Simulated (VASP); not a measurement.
# AgCl (Chlorargyrite) (Fm-3m) in VASP: further runs

One crystal, AgCl (Chlorargyrite), is run at these levels: PBE, PBEsol; tasks: relaxation of cell and atoms.

Program: VASP 6.6.1. These are calculated values, not measurements. Logs are shortened: lines on timing, memory, paths and dates and some standing lists are left out, and cuts for length are marked.

## 1. Starting point

The structure is cubic, space group Fm-3m (No. 225). Conventional cell: a = 5.470 Å, b = 5.470 Å, c = 5.470 Å, α = 90.00°, β = 90.00°, γ = 90.00°. Ag (site symmetry m-3m) is surrounded by 6 Cl at 2.73 Å. Cl (site symmetry m-3m) is surrounded by 6 Ag at 2.73 Å.

## 2. Relaxation of cell and atoms, PBE

File INCAR:

```
SYSTEM = AgCl
PREC = Accurate ; ENCUT = 600
EDIFF = 1E-6 ; ISMEAR = 0
SIGMA = 0.03 ; LREAL = .FALSE.
LASPH = .TRUE. ; NELM = 80
ALGO = Normal ; ISIF = 3
LWAVE = .FALSE. ; LCHARG = .FALSE.
GGA = PE ; IBRION = 2
NSW = 90 ; EDIFFG = -0.01
```

File KPOINTS:

```
Automatic mesh
0
G
  8 8 8
  0 0 0
```

File POSCAR:

```
AgCl
1.0
    0.0000000000      2.7350000000      2.7350000000
    2.7350000000      0.0000000000      2.7350000000
    2.7350000000      2.7350000000      0.0000000000
Ag Cl
1 1
Direct
    0.0000000000      0.0000000000      0.0000000000
    0.5000000000      0.5000000000      0.5000000000
```

Potentials or basis: VASP PAW PBE potentials, release 64 (Ag, Cl).

Started as:

```sh
> cat potpaw_PBE.64/Ag/POTCAR potpaw_PBE.64/Cl/POTCAR > POTCAR
> mpirun -np 1 vasp_std > vasp.out
```

OUTCAR:

```text
SYSTEM = AgCl
   PREC = Accurate
   ENCUT = 600
   EDIFF = 1E-6
   ISMEAR = 0
   LREAL = .FALSE.
   LASPH = .TRUE.
   NELM = 80
   ISIF = 3
   GGA = PE
   IBRION = 2
   NSW = 90
   EDIFFG = -0.01

 ion  position               nearest neighbor table
   1  0.000  0.000  0.000-   2 2.73   2 2.73   2 2.73   2 2.73   2 2.73   2 2.73
   2  0.500  0.500  0.500-   1 2.73   1 2.73   1 2.73   1 2.73   1 2.73   1 2.73

  LATTYP: Found a face centered cubic cell.
 ALAT       =     5.4700000000

  Lattice vectors:

 A1 = (   0.0000000000,   2.7350000000,   2.7350000000)
 A2 = (   2.7350000000,   0.0000000000,   2.7350000000)
 A3 = (   2.7350000000,   2.7350000000,   0.0000000000)

Analysis of symmetry for initial positions (statically):
=====================================================================
 Subroutine PRICEL returns:
 Original cell was already a primitive cell.

 Routine SETGRP: Setting up the symmetry group for a
 face centered cubic supercell.

 Subroutine GETGRP returns: Found 48 space group operations
 (whereof 48 operations were pure point group operations)
 out of a pool of 48 trial point group operations.

The static configuration has the point symmetry O_h .

Analysis of symmetry for dynamics (positions and initial velocities):
=====================================================================
 Subroutine PRICEL returns:
 Original cell was already a primitive cell.

 Routine SETGRP: Setting up the symmetry group for a
 face centered cubic supercell.

 Subroutine GETGRP returns: Found 48 space group operations
 (whereof 48 operations were pure point group operations)
 out of a pool of 48 trial point group operations.

The dynamic configuration has the point symmetry O_h .

 Subroutine INISYM returns: Found 48 space group operations
 (whereof 48 operations are pure point group operations),
 and found     1 'primitive' translations

----------------------------------------------------------------------------------------

                                     Primitive cell

  volume of cell :      40.9168

  direct lattice vectors                    reciprocal lattice vectors
     0.000000000  2.735000000  2.735000000    -0.182815356  0.182815356  0.182815356
     2.735000000  0.000000000  2.735000000     0.182815356 -0.182815356  0.182815356
     2.735000000  2.735000000  0.000000000     0.182815356  0.182815356 -0.182815356

  length of vectors
     3.867874093  3.867874093  3.867874093     0.316645486  0.316645486  0.316645486

  position of ions in fractional coordinates (direct lattice)
     0.000000000  0.000000000  0.000000000
     0.500000000  0.500000000  0.500000000

  ion indices of the primitive-cell ions
   primitive index   ion index
                 1           1
                 2           2

----------------------------------------------------------------------------------------

 KPOINTS: Automatic mesh

Automatic generation of k-mesh.
 Grid dimensions read from file:
 generate k-points for:    8    8    8

 Generating k-lattice:

  Cartesian coordinates                     Fractional coordinates (reciprocal lattice)
    -0.022851920  0.022851920  0.022851920     0.125000000  0.000000000  0.000000000
     0.022851920 -0.022851920  0.022851920     0.000000000  0.125000000  0.000000000
     0.022851920  0.022851920 -0.022851920     0.000000000  0.000000000  0.125000000

  Length of vectors
     0.039580686  0.039580686  0.039580686

  Shift w.r.t. Gamma in fractional coordinates (k-lattice)
     0.000000000  0.000000000  0.000000000

 Subroutine IBZKPT returns following result:
 ===========================================

 Found     29 irreducible k-points:

 Following reciprocal coordinates:
            Coordinates               Weight
  0.000000  0.000000  0.000000      1.000000
  0.125000  0.000000  0.000000      8.000000
  0.250000  0.000000  0.000000      8.000000
  0.375000  0.000000  0.000000      8.000000
  0.500000  0.000000  0.000000      4.000000
  0.125000  0.125000  0.000000      6.000000
[... 16 lines left out ...]
  0.500000  0.250000  0.125000     48.000000
 -0.375000  0.250000  0.125000     24.000000
 [... further k-points ...]
   k-points           NKPTS =     29   k-points in BZ     NKDIM =     29   number of bands    NBANDS=     13
   number of dos      NEDOS =    301   number of ions     NIONS =      2
   total plane-waves  NPLWV =  32768
   dimension x,y,z NGX =    32 NGY =   32 NGZ =   32
   dimension x,y,z NGXF=    64 NGYF=   64 NGZF=   64
   ions per type =               1   1
   NGX,Y,Z   is equivalent  to a cutoff of  13.75, 13.75, 13.75 a.u.
   NGXF,Y,Z  is equivalent  to a cutoff of  27.51, 27.51, 27.51 a.u.
 SYSTEM =  AgCl
   PREC   = accura    normal or accurate (medium, high low for compatibility)
   ISTART =      0    job   : 0-new  1-cont  2-samecut
   ICHARG =      2    charge: 1-file 2-atom 10-const
   ISPIN  =      1    spin polarized calculation?
   LNONCOLLINEAR =      F non collinear calculations
   LSORBIT =      F    spin-orbit coupling
   LASPH  =      T    aspherical Exc in radial PAW
   ENCUT  =  600.0 eV  44.10 Ry    6.64 a.u.   7.73  7.73  7.73*2*pi/ulx,y,z
   NELM   =     80;   NELMIN=  2; NELMDL= -5     # of ELM steps
   EDIFF  = 0.1E-05   stopping-criterion for ELM
   LREAL  =      F    real-space projection
   EDIFFG = -.1E-01   stopping-criterion for IOM
   NSW    =     90    number of steps for IOM
   IBRION =      2    ionic relax: 0-MD 1-quasi-New 2-CG
   NFREE  =      1    steps in history (QN), initial steepest desc. (CG)
   ISIF   =      3    stress and relaxation
   ISYM   =      2    0-nonsym 1-usesym 2-fastsym
   POTIM  = 0.5000    time-step for ionic-motion
   TEBEG  =    0.0;   TEEND  =   0.0 temperature during run
   PSTRESS=    0.0 pullay stress
   NELECT =      18.0000    total number of electrons
   NUPDOWN=      -1.0000    fix difference up-down
   EMIN   =  10.00;   EMAX   =-10.00  energy-range for DOS
   EFERMI =   0.00;   METHOD = LEGACY
   ISMEAR =     0;   SIGMA  =   0.03  broadening in eV -4-tet -1-fermi 0-gaus
   EFERMI_NEDOS =   21; number of points for ismear=-14 and -15
   IALGO  =     38    algorithm
   IMIX   =      4    mixing-type and parameters
     AMIX     =   0.40;   BMIX     =  1.00
     AMIX_MAG =   1.60;   BMIX_MAG =  1.00
  volume/ion in A,a.u.               =      20.46       138.06
  Fermi-wavevector in a.u.,A,eV,Ry     =   1.245083  2.352866 21.092186  1.550232
  Thomas-Fermi vector in A             =   2.379321
   LORBIT       =      0    0 simple, 1 ext, 2 COOP (PROOUT), +10 PAW based schemes
   GGA     = PE    functional components
   LHFCALC =     F    Hartree Fock is set to
   AEXX    =    0.0000 exact exchange contribution
   IVDW    =     0    specifies the selected vdW correction
   LEPSILON=     F    determine dielectric tensor
   LRPA    =     F    only Hartree local field effects (RPA)
 conjugate gradient relaxation of ions
 non-spin polarized calculation
 Gauss-broadening in eV      SIGMA  =   0.03
  energy-cutoff  :      600.00
  volume of cell :       40.92
 maximum number of plane-waves:      1384
   NGX = 15   NGY = 15   NGZ = 15

--------------------------------------- Ionic step        1  -------------------------------------------

 number of electron      17.9999998 magnetization

 Free energy of the ion-electron system (eV)
  ---------------------------------------------------
  ext. energy  EPLUGINS =         0.00000000
  ---------------------------------------------------
  free energy    TOTEN  =        -5.36562089 eV

  energy without entropy =       -5.36562089  energy(sigma->0) =       -5.36562089

 E-fermi :   4.5079     XC(G=0): -10.1850

 val. band max:        4.3564977380   @ k =   0.5000   0.0000   0.0000
 cond. band min:       5.2593711641   @ k =   0.0000   0.0000   0.0000
 fundamental gap:      0.9028734260
 Fermi energy:         4.5078588810

 k-point     1 :       0.0000    0.0000    0.0000
  band No.  band energies     occupation
      1     -11.0783      2.00000
      2       1.7419      2.00000
      3       1.7419      2.00000
      4       1.7419      2.00000
      5       1.7854      2.00000
      6       1.7854      2.00000
      7       1.8590      2.00000
      8       1.8590      2.00000
      9       1.8590      2.00000
     10       5.2594      0.00000
     11      15.1926      0.00000
     12      15.1926      0.00000
     13      15.1926      0.00000

 k-point     2 :       0.1250    0.0000    0.0000
  band No.  band energies     occupation
      1     -11.0112      2.00000
      2       0.9819      2.00000
      3       1.0461      2.00000
      4       1.0461      2.00000
      5       1.8020      2.00000
      6       1.8020      2.00000
      7       2.0517      2.00000
      8       2.6740      2.00000
      9       2.6740      2.00000
     10       5.9952      0.00000
     11      13.8130      0.00000
     12      14.8781      0.00000
     13      14.8781      0.00000
[... 401 lines left out ...]
 VOLUME and BASIS-vectors are now :
 -----------------------------------------------------------------------------
  energy-cutoff  :      600.00
  volume of cell :       43.87
      direct lattice vectors                 reciprocal lattice vectors
    -0.000000000  2.799214869  2.799214869    -0.178621515  0.178621515  0.178621515
     2.799214869  0.000000000  2.799214869     0.178621515 -0.178621515  0.178621515
     2.799214869  2.799214869 -0.000000000     0.178621515  0.178621515 -0.178621515

 POSITION                                       TOTAL-FORCE (eV/Angst)
 -----------------------------------------------------------------------------------
      2.79921      2.79921      5.59843         0.000000      0.000000      0.000000
      2.79921      2.79921      2.79921        -0.000000     -0.000000     -0.000000
 -----------------------------------------------------------------------------------
    total drift:                               -0.000000     -0.000000     -0.000000

  FREE ENERGIE OF THE ION-ELECTRON SYSTEM (eV)
  ---------------------------------------------------
  free  energy   TOTEN  =        -5.4000254202 eV

  energy  without entropy=       -5.4000254202  energy(sigma->0) =       -5.40002542

--------------------------------------- Ionic step        3  -------------------------------------------

 number of electron      18.0000003 magnetization

 Free energy of the ion-electron system (eV)
  ---------------------------------------------------
  ext. energy  EPLUGINS =         0.00000000
  ---------------------------------------------------
  free energy    TOTEN  =        -5.40012962 eV

  energy without entropy =       -5.40012962  energy(sigma->0) =       -5.40012962

 E-fermi :   3.5598     XC(G=0):  -9.7962

 val. band max:        3.4134878322   @ k =   0.5000   0.0000   0.0000
 cond. band min:       4.3331098760   @ k =   0.0000   0.0000   0.0000
 fundamental gap:      0.9196220438
 Fermi energy:         3.5598143548

 k-point     1 :       0.0000    0.0000    0.0000
  band No.  band energies     occupation
      1     -11.5214      2.00000
      2       1.0999      2.00000
      3       1.0999      2.00000
      4       1.0999      2.00000
      5       1.1393      2.00000
      6       1.1393      2.00000
      7       1.2237      2.00000
      8       1.2237      2.00000
      9       1.2237      2.00000
     10       4.3331      0.00000
     11      14.2818      0.00000
     12      14.2818      0.00000
     13      14.2818      0.00000

 k-point     2 :       0.1250    0.0000    0.0000
  band No.  band energies     occupation
      1     -11.4667      2.00000
      2       0.4314      2.00000
      3       0.4844      2.00000
      4       0.4844      2.00000
      5       1.1502      2.00000
      6       1.1502      2.00000
      7       1.3708      2.00000
      8       1.9411      2.00000
      9       1.9411      2.00000
     10       5.0251      0.00000
     11      12.9183      0.00000
     12      13.9279      0.00000
     13      13.9279      0.00000
[... 365 lines left out ...]
 VOLUME and BASIS-vectors are now :
 -----------------------------------------------------------------------------
  energy-cutoff  :      600.00
  volume of cell :       44.06
      direct lattice vectors                 reciprocal lattice vectors
    -0.000000000  2.803218911  2.803218911    -0.178366377  0.178366377  0.178366377
     2.803218911  0.000000000  2.803218911     0.178366377 -0.178366377  0.178366377
     2.803218911  2.803218911 -0.000000000     0.178366377  0.178366377 -0.178366377

 POSITION                                       TOTAL-FORCE (eV/Angst)
 -----------------------------------------------------------------------------------
      0.00000      0.00000     -0.00000        -0.000000     -0.000000     -0.000000
      2.80322      2.80322      2.80322         0.000000      0.000000      0.000000
 -----------------------------------------------------------------------------------
    total drift:                                0.000000     -0.000000     -0.000000

  FREE ENERGIE OF THE ION-ELECTRON SYSTEM (eV)
  ---------------------------------------------------
  free  energy   TOTEN  =        -5.4001296199 eV

  energy  without entropy=       -5.4001296199  energy(sigma->0) =       -5.40012962

 reached required accuracy - stopping structural energy minimisation
```

It took 32 s on 1 thread of Intel Xeon Platinum 8488C (Sapphire Rapids), shared host; peak memory 0.19 GiB.

What came out:

- Free energy: -5.4001 eV
- Relaxed volume: 22.03 Å³/atom
- Relaxed cell: a = 3.964 Å, b = 3.964 Å, c = 3.964 Å, α = 60.00°, β = 60.00°, γ = 60.00°
- Space group after relaxing (to 0.05 Å): Fm-3m (No. 225)
- Energy gained by relaxing: 17.3 meV/atom
- Ionic steps: 3
- Pressure after relaxing: 0.0 GPa
- Band gap on the k mesh: 0.92 eV, indirect (least direct gap 3.08 eV)

Step by step:
```csv
step,energy change (eV),largest force (eV/Å),pressure (GPa),volume (Å³)
1,0.0000,0.0000,3.81,40.92
2,-0.0344,0.0000,0.18,43.87
3,-0.0345,0.0000,-0.01,44.06
```

Final structure:
```yaml
crystal:
  lattice:
    - [0.00000, 2.80322, 2.80322]
    - [2.80322, 0.00000, 2.80322]
    - [2.80322, 2.80322, 0.00000]
  atoms:
    - { symbol: Ag, position: [0.00000, 0.00000, 0.00000] }
    - { symbol: Cl, position: [0.50000, 0.50000, 0.50000] }
```

A k mesh can miss the band edges. PBE usually gives volumes a little too large and moduli too small.

(Part 1 of 2 ends here.)
